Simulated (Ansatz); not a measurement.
Mercury, alpha-Hg (rhombohedral): convergence with Fermi-Dirac smearing

Computed with Ansatz, LDA, scalar-relativistic PAW, on the relaxed cell (a = 3.493 Å, c = 6.444 Å (c/a = 1.845); spin not included). Errors count from a run at 420 eV on a Γ-centred 19×19×19 mesh with Fermi-Dirac smearing of 0.1 eV, extrapolated to zero width. Fixed here: cutoff 420 eV, mesh 11×11×11. The SCF starts from atomic densities corrected by a trained network.

```json
{"width (eV)": "0.01", "E(σ→0) error (meV/atom)": "-2.5", "F error (meV/atom)": "-2.6", "P (GPa)": "0.19", "SCF iterations": "6"}
{"width (eV)": "0.03", "E(σ→0) error (meV/atom)": "-2.7", "F error (meV/atom)": "-3.1", "P (GPa)": "0.14", "SCF iterations": "6"}
{"width (eV)": "0.1", "E(σ→0) error (meV/atom)": "-2.5", "F error (meV/atom)": "-7.1", "P (GPa)": "0.00", "SCF iterations": "6"}
{"width (eV)": "0.2", "E(σ→0) error (meV/atom)": "-2.4", "F error (meV/atom)": "-21.0", "P (GPa)": "-0.05", "SCF iterations": "6"}
{"width (eV)": "0.3", "E(σ→0) error (meV/atom)": "-1.2", "F error (meV/atom)": "-44.6", "P (GPa)": "-0.01", "SCF iterations": "6"}
{"width (eV)": "0.6", "E(σ→0) error (meV/atom)": "6.1", "F error (meV/atom)": "-181.4", "P (GPa)": "0.32", "SCF iterations": "6"}
{"width (eV)": "1.0", "E(σ→0) error (meV/atom)": "46.0", "F error (meV/atom)": "-531.3", "P (GPa)": "1.58", "SCF iterations": "6"}
```
